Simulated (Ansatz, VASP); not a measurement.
This is a calculation of Ca for Ansatz 0.2.0.

input.yaml

```yaml
crystal:
  lattice:
    - [-2.1103718875, 2.1156509694, 2.4615473191]
    - [2.1103718875, -2.1156509694, 2.4615473191]
    - [2.1103718875, 2.1156509694, -2.4615473191]
  atoms:
    - { symbol: Ca, position: [0.5, 0.5, 0.0] }
hamiltonian:
  xc: pbe
  pseudopotentials: { kind: paw }
kpoints:
  mp_grid: { grid: [9, 9, 9] }
scf:
  occupations: { method: fermi_dirac, width: 0.05 }
output:
  forces: true
  stress: true
  eigenvalues: true
```

Potentials or basis: Ansatz PAW.

Run with:

```console
$ ansatz run input.yaml --threads 2 --pin off --max-ram 5120MiB --backend cpu --events-out ev --progress --plain --runs-dir out
```

Task: Translate it to VASP 6.6.1. Potentials there: VASP PAW PBE potentials, release 64 (Ca_sv).

Result: As run (the cutoff follows the program's own potentials):

INCAR

```
SYSTEM = Ca
PREC     = Accurate       ! precision mode
ENCUT    = 520            ! plane-wave cutoff, eV
EDIFF    = 1E-7           ! SCF threshold, eV
ISMEAR   = -1             ! smearing method
SIGMA    = 0.05           ! smearing width, eV
LREAL    = .FALSE.        ! projectors in reciprocal space
LASPH    = .TRUE.         ! aspherical terms in the spheres
NELM     = 60             ! most SCF steps
ALGO     = Normal         ! electronic algorithm
ISIF     = 2              ! what is computed and relaxed
LWAVE    = .FALSE.        ! write WAVECAR
LCHARG   = .FALSE.        ! write CHGCAR
GGA      = PE             ! functional
NBANDS   = 11             ! bands
```

Contents of KPOINTS:

```
regular mesh
0
G
  9 9 9
  0 0 0
```

The input POSCAR:

```
Ca
1.0
   -2.1103718875      2.1156509694      2.4615473191
    2.1103718875     -2.1156509694      2.4615473191
    2.1103718875      2.1156509694     -2.4615473191
Ca
1
Direct
    0.5000000000      0.5000000000      0.0000000000
```

Potentials or basis: VASP PAW PBE potentials, release 64 (Ca_sv).

The run is started by

```console
$ cat potpaw_PBE.64/Ca_sv/POTCAR > POTCAR
$ mpirun -np 1 vasp_std > vasp.out
```

Both were run:

|  | VASP | Ansatz | Ansatz less VASP |
| --- | --- | --- | --- |
| gap on the k mesh at the Fermi level (eV) | none | none | - |
| pressure (GPa) | -0.7 | -0.7 | -0.01 |
| largest component of the traceless stress (GPa) | 0.17 | 0.17 | 0.000 |

A gap of «none» marks a metal or a gap that the smearing closes. The functional is the same, so the differences come from potentials, cutoffs and numerics.
